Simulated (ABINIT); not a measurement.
# Al (Fm-3m) in ABINIT: notebook, part 2 of 2

ABINIT 10.8.3 (patched build).

## (6) Band structure, PBE

Input file run.abi:

```
# Datasets: ground state, then fixed potential
ndtset 2

# Pseudopotentials
pp_dirpath "./"
pseudos "Al.upf"

# Structure
acell 3*1.0 Angstrom
rprim
     0.0000000000     2.0248050000     2.0248050000
     2.0248050000     0.0000000000     2.0248050000
     2.0248050000     2.0248050000     0.0000000000
ntypat 1
znucl 13
natom 1
typat 1
xred
     0.0000000000     0.0000000000     0.0000000000

# Plane-wave basis
ecut 20.0

# Exchange and correlation
ixc 11

# Bands and occupations
occopt 3
tsmear 0.00183747

# SCF cycle
nstep 100

# Output
iomode 3
prtwf 0
prteig 0
prtebands 0
enunit 2
prtden1 1

# Dataset 1
kptopt1 1
ngkpt1 11 11 11
nshiftk1 1
shiftk1 0.0 0.0 0.0
nband1 6
tolvrs1 1.0e-10

# Dataset 2: bands along G-X-W-K-G-L-U-W-L-K
iscf2 -2
getden2 1
nband2 10
nbdbuf2 2
tolwfr2 1.0e-12
kptopt2 -9
ndivsm2 5
prteig2 1
kptbounds2
     0.0000000000     0.0000000000     0.0000000000
     0.5000000000     0.0000000000     0.5000000000
     0.5000000000     0.2500000000     0.7500000000
     0.3750000000     0.3750000000     0.7500000000
     0.0000000000     0.0000000000     0.0000000000
     0.5000000000     0.5000000000     0.5000000000
     0.6250000000     0.2500000000     0.6250000000
     0.5000000000     0.2500000000     0.7500000000
     0.5000000000     0.5000000000     0.5000000000
     0.3750000000     0.3750000000     0.7500000000
```

Potentials or basis: Ansatz NC PBE.

The run is started by

```console
$ abinit run.abi > log 2>&1
```

run.abo:

```text
[... set-up lines left out ...]
 ETOT  1  -6.1468001454922    -6.147E+00 2.070E-02 1.474E+00
 ETOT  2  -6.1480031209426    -1.203E-03 1.161E-03 5.499E-02
 ETOT  3  -6.1480088264788    -5.706E-06 1.026E-03 8.077E-04
 ETOT  4  -6.1480089472690    -1.208E-07 7.285E-04 3.954E-06
 ETOT  5  -6.1480089478827    -6.137E-10 2.548E-04 2.730E-08
 ETOT  6  -6.1480089478870    -4.297E-12 1.449E-04 1.032E-10
 ETOT  7  -6.1480089478870    -9.770E-15 7.191E-05 4.014E-13

 At SCF step    7       vres2   =  4.01E-13 < tolvrs=  1.00E-10 =>converged.

 Cartesian components of stress tensor (hartree/bohr^3)
  sigma(1 1)=  1.40033059E-05  sigma(3 2)=  0.00000000E+00
  sigma(2 2)=  1.40033059E-05  sigma(3 1)=  0.00000000E+00
  sigma(3 3)=  1.40033059E-05  sigma(2 1)=  0.00000000E+00

--- !ResultsGS
iteration_state: {dtset: 1, }
comment   : Summary of ground state results
lattice_vectors:
[... 876 lines left out ...]
  27.51020   28.29482
 kpt#   6, nband= 10, wtk=  1.00000, kpt=  0.1786  0.0000  0.1786 (reduced coord)
  -2.41884   16.26158   16.26158   16.40631   19.31467   19.57821   26.93311   26.93311
[... 230 lines left out ...]
   3.92458    4.16279   11.72521   15.49223   17.29764   24.12266   26.34432   28.23077
  30.17495   30.61840
 kpt#  84, nband= 10, wtk=  1.00000, kpt=  0.4167  0.4167  0.6667 (reduced coord)
   4.34693    4.59567   10.32303   15.02575   16.79624   25.36584   26.14413   28.31461
  30.24216   32.00223
 kpt#  85, nband= 10, wtk=  1.00000, kpt=  0.4028  0.4028  0.6944 (reduced coord)
   4.84076    5.09164    9.00517   14.63126   16.35877   25.20709   26.66422   29.09282
  29.90722   33.55328
 kpt#  86, nband= 10, wtk=  1.00000, kpt=  0.3889  0.3889  0.7222 (reduced coord)
   5.38181    5.62272    7.82591   14.30864   15.99102   24.16358   28.00141   29.62883
  29.89081   34.62270
 kpt#  87, nband= 10, wtk=  1.00000, kpt=  0.3750  0.3750  0.7500 (reduced coord)
   5.65254    6.17712    7.11494   14.05770   15.69555   23.13462   29.19026   29.57906
  30.53387   35.35205

== END DATASET(S) ==============================================================
================================================================================

 -outvars: echo values of variables after computation  --------
            acell      1.8897261259E+00  1.8897261259E+00  1.8897261259E+00 Bohr
           etotal1    -6.1480089479E+00
            fcart1    -0.0000000000E+00 -0.0000000000E+00 -0.0000000000E+00
            rprim      0.0000000000E+00  2.0248050000E+00  2.0248050000E+00
                       2.0248050000E+00  0.0000000000E+00  2.0248050000E+00
                       2.0248050000E+00  2.0248050000E+00  0.0000000000E+00
           strten1     1.4003305925E-05  1.4003305925E-05  1.4003305925E-05
                       0.0000000000E+00  0.0000000000E+00  0.0000000000E+00
 Calculation completed.
```

Run time: 9 s. Hardware: 1 thread of Arm Neoverse V1, shared host; peak memory 0.11 GiB.

Results:

```
Free energy                                           : -167.2958 eV
Pressure                                              : -0.4 GPa
Band gap on the k mesh                                : none (metal or under the smearing width)
Valence electrons inside the program's atomic spheres : Al 0.87 (radii [1.0584] Å)
```

Levels at the corners of the path, in eV from the Fermi level:
| point | band 1 | band 2 | band 3 | band 4 | band 5 | band 6 |
| --- | --- | --- | --- | --- | --- | --- |
| Γ | -11.11 | 12.56 | 12.56 | 12.56 | 14.01 | 14.01 |
| X | -2.92 | -1.61 | 5.25 | 5.55 | 5.55 | 8.99 |
| W | -0.85 | -0.85 | 0.17 | 1.05 | 15.74 | 15.74 |
| K | -1.89 | -1.36 | -0.42 | 6.52 | 8.16 | 15.60 |
| Γ | -11.11 | 12.56 | 12.56 | 12.56 | 14.01 | 14.01 |
| L | -4.58 | -4.39 | 11.33 | 11.33 | 11.42 | 11.42 |
| U | -1.89 | -1.36 | -0.42 | 6.52 | 8.16 | 15.60 |
| W | -0.85 | -0.85 | 0.17 | 1.05 | 15.74 | 15.74 |
| L | -4.58 | -4.39 | 11.33 | 11.33 | 11.42 | 11.42 |
| K | -1.89 | -1.36 | -0.42 | 6.52 | 8.16 | 15.60 |

## (7) Overview

```tsv
task	level	potentials or basis	cutoff (eV)	fine-grid cutoff	gap on the mesh (eV)	pressure (GPa)	V0 of scaled cells (Å³/atom)	B0 (GPa)
equation of state	PBEsol	JTH PAW PBE v2.0	707	1306.15 eV	-	-	16.25	84
band structure	PBEsol	JTH PAW PBE v2.0	544	1088.46 eV	none	-1.7	-	-
equation of state	PBEsol	PseudoDojo NC SR PBEsol v0.4.1 standard	544	-	-	-	16.18	84
equation of state	HLE16	JTH PAW PBE v2.0	544	1088.46 eV	-	-	-	-
band structure	PBE	Ansatz NC PBE	544	-	none	-0.4	-	-
```

Alike in all rows: no spin polarisation; cell as given; k mesh 11 × 11 × 11; smearing fermi-dirac 0.05 eV.

Caveats: pressures at fixed basis lie under the slope of the energies (some runs); the PAW data sets were made with another functional, which shifts forces and pressure a little (some runs); the potentials were made for a functional far from this one (some runs); the potentials were made for another functional, which shifts forces and pressure (some runs).

Total energies depend on the potentials used, so only differences within one code and one set of settings carry meaning.

## (8) Against experiment

Step 2. Against the measured bulk modulus of Al, 76.9 GPa (quoted in “The interpretation of polycrystalline coherent inelastic neutron scattering from aluminium”, 2013, pmc:3831299), the calculated 84 GPa is off by +8.6 %. The fit is for a static lattice scaled at fixed shape and fixed fractional positions. The cell as given is a measured one (16.60 Å³/atom); PBEsol puts the equilibrium volume -2.1 % from it, thermal expansion not counted.

Step 4. Against the measured bulk modulus of Al, 76.9 GPa (quoted in “The interpretation of polycrystalline coherent inelastic neutron scattering from aluminium”, 2013, pmc:3831299), the calculated 84 GPa is off by +9.3 %. The fit is for a static lattice scaled at fixed shape and fixed fractional positions. The cell as given is a measured one (16.60 Å³/atom); PBEsol puts the equilibrium volume -2.6 % from it, thermal expansion not counted.
